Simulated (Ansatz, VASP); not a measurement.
**Two plane-wave programs on Ir**

```
CELL_PARAMETERS angstrom
-1.53863 1.53863 1.53863
1.53863 -1.53863 1.53863
1.53863 1.53863 -1.53863
ATOMIC_POSITIONS crystal
Ir 0.00000 0.00000 0.00000
```

Alike in both runs: functional PBEsol; k mesh 14 × 14 × 14; occupations fermi-dirac, width 0.1 eV; no spin polarisation.

Ansatz relaxed the structure, and its values are those at the end. VASP's run is a single point on that final structure, the one shown.

```csv
,VASP,Ansatz
version,VASP 6.6.1,Ansatz 0.2.0
potentials or method,"VASP PAW PBE potentials, release 64 (Ir)","plane waves (420 eV) with PAW, scalar-relativistic"
plane-wave cutoff (eV),520,420
valence electrons in the cell,9,17
```

|  | VASP | Ansatz | Ansatz less VASP |
| --- | --- | --- | --- |
| pressure (GPa) | 0.8 | 0.0 | -0.87 |

The two sets of potentials don't hold the same shells in valence. Ansatz warned: «pseudo_functional_mismatch».

Caveats: the PAW data sets were made with another functional, which shifts forces and pressure a little (VASP). The runs have no spin-orbit coupling, so splittings on Ir are missing.
